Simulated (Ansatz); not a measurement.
We consider zinc-blende AlSb, described by PBE-D4 (PAW; Ansatz, a program for electronic structure).

Numerical settings: plane-wave cutoff 520 eV, 10×10×10 k mesh, Fermi–Dirac smearing 0.01 eV, scalar-relativistic PAW data made under PBE.

Pressure at four volumes; x = ln(V/29.024 Å³). One pressure is withheld.

```json
[
 {"V (Å³/atom)": "27.283", "x": "-0.0619", "P (GPa)": "?"},
 {"V (Å³/atom)": "27.863", "x": "-0.0408", "P (GPa)": "2.45"},
 {"V (Å³/atom)": "29.024", "x": "0.0000", "P (GPa)": "0.00"},
 {"V (Å³/atom)": "30.766", "x": "0.0583", "P (GPa)": "-2.80"}
]
```

Pass a parabola P(x) through the three rows shown, estimate the bulk modulus and its pressure derivative near zero pressure, and predict the withheld pressure.

Slopes between the rows: (0.00 − (2.45))/(0.0000 − (-0.0408)) = -60.05 and (-2.80 − (0.00))/(0.0583 − (0.0000)) = -48.03 GPa. Their difference over the span 0.0991 is c = 12.02/0.0991 = 121.3 GPa, so P(x) = 2.45 + (-60.05)(x − (-0.0408)) + 121.3 (x − (-0.0408))(x − (0.0000)). At the middle row B = −dP/dx = −[-60.05 + 121.3 × 0.0408] = 55.1 GPa, and B′ = dB/dP = 2c/B = 4.4. At x = -0.0619 the parabola gives 3.88 GPa; the run gives 3.88 GPa. The Birch–Murnaghan fit to the energies at all volumes has B0 = 54.7 GPa and B′ = 4.4.

Measured, for comparison: bulk modulus 58.2 GPa (temperature not stated, not corrected to a static lattice; as tabulated in Toher et al. (2017), arXiv:1611.05714). Computed less measured: bulk modulus -6 %.

Spin–orbit coupling is not included.
